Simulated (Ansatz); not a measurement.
# Ag (P-1) in Ansatz: convergence with wavefunction cutoff

Aim: find how far wavefunction cutoff must go before the results for Ag settle, at PBE. This setting moves, with any that are tied to it; all else stays.

Program: Ansatz 0.2.0. These are calculated values, not measurements. Logs are shortened: lines on timing, memory, paths and dates and some standing lists are left out, and cuts for length are marked.

## (1) The structure

The typed cell holds 1 atom: a = 2.819 Å, b = 2.883 Å, c = 2.861 Å, α = 109.89°, β = 107.88°, γ = 109.47°.

This isn't the form of Ag at room conditions, which is fcc.

## (2) With wavefunction cutoff 200 eV

Input file input.yaml:

```yaml
crystal:
  lattice:
    - [-1.61038051, 1.65353266, 1.61815768]
    - [1.65930705, -1.6605473, 1.67409886]
    - [1.63933048, 1.68949727, -1.62517232]
  atoms:
    - { symbol: Ag, position: [0.0, 0.0, 0.0] }
hamiltonian:
  xc: pbe
  pseudopotentials: { kind: paw_fr }
magnetization:
  noncollinear: true
  spin_orbit: true
kpoints:
  mp_grid: { grid: [8, 8, 8] }
scf:
  occupations: { method: fermi_dirac, width: 0.1 }
output:
  forces: true
  stress: true
  eigenvalues: true
basis:
  ecutwfc: "200 eV"
```

Potentials or basis: Ansatz PAW.

Launch:

```
> ansatz run input.yaml --threads 2 --pin off --max-ram 5632MiB --backend cpu --events-out ev --progress --plain --runs-dir out
```

The program printed:

```text
Warning: basis.ecutwfc = 200 eV is below the records' recommended 420 eV, and the density's cutoff is lower with it unless basis.ecutrho_ratio is high enough to keep the records' density cutoff: compare with a run at a higher cutoff
Warning: RAYON_NUM_THREADS=2 ignored (pool sized by the plan → 2); use --threads N
Engine: ansatz 0.2.0, aarch64-unknown-linux-gnu
Pseudopotentials: kind: paw_fr
Pseudopotential: Ag, paw_fr, valence charge 19, recommended cutoff 420 eV (normal), Ag.paw.azcp#standard-fr
Functional definition: PBE
  parameter kappa = 0.804
  parameter beta = 0.06672455060314922
  exchange = pbe_x(kappa = kappa, mu = beta*pi^2/3)
  correlation = pbe_c(beta = beta)
non-collinear run that drives no moment, with spin-orbit: no starting moment large enough to seed its density (crystal.atoms[].spin), no starting occupations that ask for one, no magnetisation constraint and no magnetic field, so the semilocal B_xc is pinned to zero
Crystal: 1 atoms, lattice volume = 18.147 Å³
Basis set: ecut = 200 eV, 131 PW (Γ), exchange–correlation on 30×30×30 points (8 copies of the dense FFT grid, shifted against one another)
Bands: 28, of which v1, the nominal top of the filled ones, is band 19 counted from 1 (18 counted from 0)
Symmetry: 2 space group operations + 2 with time reversal
Magnetic group: BNS 2.5 (UNI 5), of the structure as read, at distance tolerance 2.6e-5 Å
k-points: 260 of 512
Projection manifold: j_resolved (fully-relativistic pseudo-atomic orbitals)
Non-local potential: Ag, projectors of the file, l = 0: 3, l = 1: 4, l = 2: 4, l = 3: 2
PAW form: soft (Blöchl's): semilocal exchange-correlation on the pseudo side does not see the compensation charge
PAW one-centre angular grid: Ag, 590 points (default); XC on 96 Gauss nodes
Initial density: superposition of atomic densities (chi_scale 0.1, normalization cell)
Initial wavefunctions: pseudopotential atomic-orbital guess
Functional: x = pbe(κ = 0.804, μ = 0.2195149727645171), c = pbe(β = 0.06672455060314922)
SCF iter   1: F=—  HF=-7584.425095 eV  |F-HF|=—  |Δ(HF+E_count)|=         —  Δρ=2.04e-1  dr2=5.39e0  dr2_m=0.00e0 (ungated)  ethr=3.10e-3  |M|=0.00e0 ∫|m|=0.00e0 μB  |m|>n=0.0e0 m-floor=0.0e0 τ_xc=0.0e0  β_m=0.30  ⟨swp⟩=6.0  Hψ=15789  notcnv=0  defer=62
preconditioner: auto → Kerker (q_TF=auto, 2.749 Å⁻¹)  [metal: Δε(μ)=0.010 eV  Ē_g=15.116 eV  σ=0.100 eV  W_gap=0.03  n_scr=12 (ndim 8)  ℏωp=28.9 eV  f_vac=0.000  D(μ)=0.83/eV (n_scr^D=12)]
spin=Noncollinear: Kerker preconditioning applied to the charge; magnetization (m_x, m_y, m_z) channels mix plain (no charge-response kernel on spin).
SCF iter   2: F=—  HF=-7582.997132 eV  |F-HF|=—  |Δ(HF+E_count)|=    1.43e0  Δρ=1.11e-1  dr2=1.48e0  dr2_m=0.00e0 (ungated)  ethr=3.10e-3  |M|=0.00e0 ∫|m|=0.00e0 μB  |m|>n=0.0e0 m-floor=0.0e0 τ_xc=0.0e0  β_m=0.46  ⟨swp⟩=2.8  Hψ=7834  notcnv=0  defer=744
SCF iter   3: F=—  HF=-7582.451775 eV  |F-HF|=—  |Δ(HF+E_count)|=   5.45e-1  Δρ=1.27e-2  dr2=7.20e-3  dr2_m=0.00e0 (ungated)  ethr=3.10e-3  |M|=0.00e0 ∫|m|=0.00e0 μB  |m|>n=0.0e0 m-floor=0.0e0 τ_xc=0.0e0  β_m=0.73  ⟨swp⟩=2.0  Hψ=6800  notcnv=0  defer=744
SCF iter   4: F=—  HF=-7582.483451 eV  |F-HF|=—  |Δ(HF+E_count)|=   3.17e-2  Δρ=5.55e-3  dr2=5.21e-3  dr2_m=0.00e0 (ungated)  ethr=3.79e-5  |M|=0.00e0 ∫|m|=0.00e0 μB  |m|>n=0.0e0 m-floor=0.0e0 τ_xc=0.0e0  β_m=0.85  ⟨swp⟩=2.0  Hψ=7653  notcnv=0  defer=746
SCF iter   5: F=—  HF=-7582.482350 eV  |F-HF|=—  |Δ(HF+E_count)|=   1.10e-3  Δρ=8.44e-4  dr2=9.74e-5  dr2_m=0.00e0 (ungated)  ethr=2.74e-5  |M|=0.00e0 ∫|m|=0.00e0 μB  |m|>n=0.0e0 m-floor=0.0e0 τ_xc=0.0e0  β_m=0.92  ⟨swp⟩=2.4  Hψ=4830  notcnv=0  defer=746
SCF iter   6: F=—  HF=-7582.482364 eV  |F-HF|=—  |Δ(HF+E_count)|=   1.36e-5  Δρ=1.47e-4  dr2=1.60e-6  dr2_m=0.00e0 (ungated)  ethr=5.13e-7  |M|=0.00e0 ∫|m|=0.00e0 μB  |m|>n=0.0e0 m-floor=0.0e0 τ_xc=0.0e0  β_m=0.96  ⟨swp⟩=2.2  Hψ=5008  notcnv=0  defer=746
SCF iter   7: F=—  HF=-7582.482364 eV  |F-HF|=—  |Δ(HF+E_count)|=   2.35e-7  Δρ=2.38e-5  dr2=1.06e-7  dr2_m=0.00e0 (ungated)  ethr=5.26e-10  |M|=0.00e0 ∫|m|=0.00e0 μB  |m|>n=0.0e0 m-floor=0.0e0 τ_xc=0.0e0  β_m=0.98  ⟨swp⟩=7.8  Hψ=15546  notcnv=0
SCF iter   8: F=-7582.482364 eV  HF=-7582.482364 eV  |F-HF|=3.70e-10  |Δ(HF+E_count)|=   4.91e-9  Δρ=3.15e-6  dr2=1.19e-9  dr2_m=0.00e0 (ungated)  ethr=5.26e-10  |M|=0.00e0 ∫|m|=0.00e0 μB  |m|>n=0.0e0 m-floor=0.0e0 τ_xc=0.0e0  ⟨swp⟩=3.0  Hψ=8607  notcnv=0
SCF 1 converged in 8 iterations: F = -7582.482364 eV  dr2 = 1.19e-9
SCF converged after 8 iterations
Magnetization: |M| = 0.0000 μB,  M = (+0.0000, +0.0000, +0.0000) μB
Absolute magnetization: 0.0000 μB (∫|m|)
  site 0: m = (+0.0000, +0.0000, +0.0000) μB, |m| = 0.0000 μB  (R = 1.16 Å)
Free energy (F): -7582.482364 eV
Harris-Foulkes:  -7582.482364 eV  (|F-HF|=3.70e-10)
Internal energy: -7582.461935 eV  (E = F + TS)
E sigma→0 (E₀):  -7582.472149 eV
Entropy (-TS):   -0.020429 eV (-20.429 meV/atom)
Fermi energy:    16.157289 eV
--- Per-component energies (eV) ---
  E_band       = -278.907206
  E_kinetic    = 561.498148
  E_local      = -2263.096900  (includes V_loc(G=0)·N_el)
  E_nonlocal   = 51.258082
  E_hartree    = 1011.916220
  E_xc         = -191.360942
  E_vxc        = -243.279759  (∫ρ·V_xc dr)
  E_paw        = -3896.152068  (= ΣΔE_a)
  E_vpaw       = -409.125523  (= ΣTr[D̂ρ^β])
  E_aug_tail   = 0.005269  (compensation charges beyond the density's cutoff)
  E_ewald      = -2856.529742
  E_smearing   = -0.020429  (= −TS)
  E_closure    = 0.000000  (closes the sum)
  Σ components = -7582.482364   (vs F -7582.482364, Δ=0.00e0)
--- Forces (eV/Å), atoms counted from 1 ---
  atom   1  Ag     0.00000000     0.00000000     0.00000000
  max |Σ_I F_I| component: 0.00e0 eV/Å
--- Stress (GPa, compression-positive) ---
       -7.613621       1.100022       0.869163
        1.100022      -8.316482       0.144356
        0.869163       0.144356      -7.728150
  P = ⅓ Tr σ = -7.8861 GPa (-78.861 kbar)
--- Band table (eV; the first three rows and the last of 260) ---
  k-point 0: bands = ["-78.5450", "-78.5450", "-45.0063", "-45.0063", "-39.7965", "-39.7965", "-39.6962", "-39.6962", "8.8010", "8.8010", "10.0964", "10.0964", "10.2681", "10.2681", "10.6830", "10.6830", "11.8552", "11.8552", "12.1049", "12.1049", "33.5469", "33.5469", "33.8175", "33.8175", "34.2298", "34.2298", "38.7645", "38.7645"]
  k-point 1: bands = ["-78.4567", "-78.4567", "-44.8298", "-44.8298", "-39.6423", "-39.6423", "-39.5041", "-39.5041", "9.2742", "9.2742", "10.3921", "10.3921", "10.8141", "10.8141", "11.2892", "11.2892", "12.0538", "12.0538", "12.3766", "12.3766", "32.0683", "32.0683", "33.5583", "33.5583", "34.3436", "34.3436", "36.7272", "36.7272"]
  k-point 2: bands = ["-78.4650", "-78.4650", "-44.8424", "-44.8424", "-39.6226", "-39.6226", "-39.5670", "-39.5670", "9.9352", "9.9352", "10.3261", "10.3261", "11.5584", "11.5584", "11.8269", "11.8269", "12.0864", "12.0864", "12.3932", "12.3932", "27.6184", "27.6184", "31.7413", "31.7413", "34.2135", "34.2135", "34.9511", "34.9511"]
  k-point 259: bands = ["-78.5267", "-78.5267", "-45.0298", "-45.0298", "-39.8309", "-39.8309", "-39.7741", "-39.7741", "9.4808", "9.4808", "9.5401", "9.5401", "12.3640", "12.3640", "12.4119", "12.4119", "12.7806", "12.7806", "22.6502", "22.6502", "23.2936", "23.2936", "23.5213", "23.5213", "27.9309", "27.9309", "29.0853", "29.0853"]
```

It took 3.2 s on 2 threads of Arm Neoverse V2, shared host; peak memory 0.42 GiB.

Results:

- Free energy: -7582.4824 eV
- Pressure: -7.9 GPa
- Band gap on the k mesh: none (metal or under the smearing width)

## (3) With wavefunction cutoff 250 eV

Edit input.yaml of step 2 so:

```diff
@@ -22,2 +22,2 @@
 basis:
-  ecutwfc: "200 eV"
+  ecutwfc: "250 eV"
```

Potentials or basis: Ansatz PAW.

Launch:

```
> ansatz run input.yaml --threads 2 --pin off --max-ram 5632MiB --backend cpu --events-out ev --progress --plain --runs-dir out
```

Run time: 3.9 s. Hardware: 2 threads of Arm Neoverse V2, shared host; peak memory 0.39 GiB.

Results:

```
Free energy            : -7591.5330 eV
Pressure               : 2.5 GPa
Band gap on the k mesh : none (metal or under the smearing width)
```

## (4) With wavefunction cutoff 300 eV

Edit input.yaml of step 3 so:

```diff
@@ -22,2 +22,2 @@
 basis:
-  ecutwfc: "250 eV"
+  ecutwfc: "300 eV"
```

Launch:

```
> ansatz run input.yaml --threads 2 --pin off --max-ram 5632MiB --backend cpu --events-out ev --progress --plain --runs-dir out
```

It took 4.3 s on 2 threads of Arm Neoverse V2, shared host; peak memory 0.41 GiB.

Results:

* Free energy: -7592.7293 eV
* Pressure: -0.5 GPa
* Band gap on the k mesh: none (metal or under the smearing width)

## (5) With wavefunction cutoff 350 eV

Edit input.yaml of step 4 so:

```diff
@@ -22,2 +22,2 @@
 basis:
-  ecutwfc: "300 eV"
+  ecutwfc: "350 eV"
```

Launch:

```
> ansatz run input.yaml --threads 2 --pin off --max-ram 5632MiB --backend cpu --events-out ev --progress --plain --runs-dir out
```

Wall time 4.8 s (2 threads of Arm Neoverse V2, shared host); peak memory 0.43 GiB.

What came out:

```yaml
Free_energy: -7592.8351 eV
Pressure: -0.6 GPa
Band_gap_on_the_k_mesh: none (metal or under the smearing width)
```

## (6) With wavefunction cutoff 400 eV

Edit input.yaml of step 5 so:

```diff
@@ -22,2 +22,2 @@
 basis:
-  ecutwfc: "350 eV"
+  ecutwfc: "400 eV"
```

Potentials or basis: Ansatz PAW.

Launch:

```
> ansatz run input.yaml --threads 2 --pin off --max-ram 5632MiB --backend cpu --events-out ev --progress --plain --runs-dir out
```

It took 5.4 s on 2 threads of Arm Neoverse V2, shared host; peak memory 0.46 GiB.

It converged, with:

- Free energy: -7592.8386 eV
- Pressure: -0.6 GPa
- Band gap on the k mesh: none (metal or under the smearing width)

## (7) With wavefunction cutoff 450 eV

Edit input.yaml of step 6 so:

```diff
@@ -22,2 +22,2 @@
 basis:
-  ecutwfc: "400 eV"
+  ecutwfc: "450 eV"
```

Launch:

```
> ansatz run input.yaml --threads 2 --pin off --max-ram 5632MiB --backend cpu --events-out ev --progress --plain --runs-dir out
```

Wall time 7 s (2 threads of Arm Neoverse V2, shared host); peak memory 0.48 GiB.

Results (log left out):

```yaml
Free_energy: -7592.8399 eV
Pressure: -0.6 GPa
Band_gap_on_the_k_mesh: none (metal or under the smearing width)
```

## (8) With wavefunction cutoff 500 eV

Edit input.yaml of step 7 so:

```diff
@@ -22,2 +22,2 @@
 basis:
-  ecutwfc: "450 eV"
+  ecutwfc: "500 eV"
```

Launch:

```
> ansatz run input.yaml --threads 2 --pin off --max-ram 5632MiB --backend cpu --events-out ev --progress --plain --runs-dir out
```

Wall time 7.7 s (2 threads of Arm Neoverse V2, shared host); peak memory 0.52 GiB.

Results (log left out):

- Free energy: -7592.8408 eV
- Pressure: -0.6 GPa
- Band gap on the k mesh: none (metal or under the smearing width)

## (9) With wavefunction cutoff 600 eV

Edit input.yaml of step 8 so:

```diff
@@ -22,2 +22,2 @@
 basis:
-  ecutwfc: "500 eV"
+  ecutwfc: "600 eV"
```

Potentials or basis: Ansatz PAW.

Launch:

```
> ansatz run input.yaml --threads 2 --pin off --max-ram 5632MiB --backend cpu --events-out ev --progress --plain --runs-dir out
```

Wall time 9.3 s (2 threads of Arm Neoverse V2, shared host); peak memory 0.58 GiB.

It converged, with:

```
Free energy            : -7592.8410 eV
Pressure               : -0.6 GPa
Band gap on the k mesh : none (metal or under the smearing width)
```

## (10) With wavefunction cutoff 800 eV

Edit input.yaml of step 9 so:

```diff
@@ -22,2 +22,2 @@
 basis:
-  ecutwfc: "600 eV"
+  ecutwfc: "800 eV"
```

Launch:

```
> ansatz run input.yaml --threads 2 --pin off --max-ram 5632MiB --backend cpu --events-out ev --progress --plain --runs-dir out
```

It took 14 s on 2 threads of Arm Neoverse V2, shared host; peak memory 0.72 GiB.

It converged, with:

```
Free energy            : -7592.8410 eV
Pressure               : -0.6 GPa
Band gap on the k mesh : none (metal or under the smearing width)
```

## (11) Result

```tsv
wavefunction cutoff	energy less the tightest run, at zero smearing (meV/atom)	pressure (GPa)	SCF cycles	CPU time (s)	peak memory (GiB)
200 eV	10357.87	-7.89	8	6.2	0.42
250 eV	1307.95	2.51	7	7.5	0.39
300 eV	111.73	-0.52	7	8.4	0.41
350 eV	5.95	-0.61	7	9.3	0.43
400 eV	2.38	-0.59	7	11	0.46
450 eV	1.13	-0.59	7	14	0.48
500 eV	0.26	-0.59	7	15	0.52
600 eV	0.08	-0.58	7	18	0.58
800 eV	0.00	-0.59	7	28	0.72
```

Against the tightest run, the energy stays within 1 meV/atom from 500 eV on; the pressure stays within 0.1 GPa from 300 eV on. The tightest run that finished is the yardstick and may itself not be fully converged.
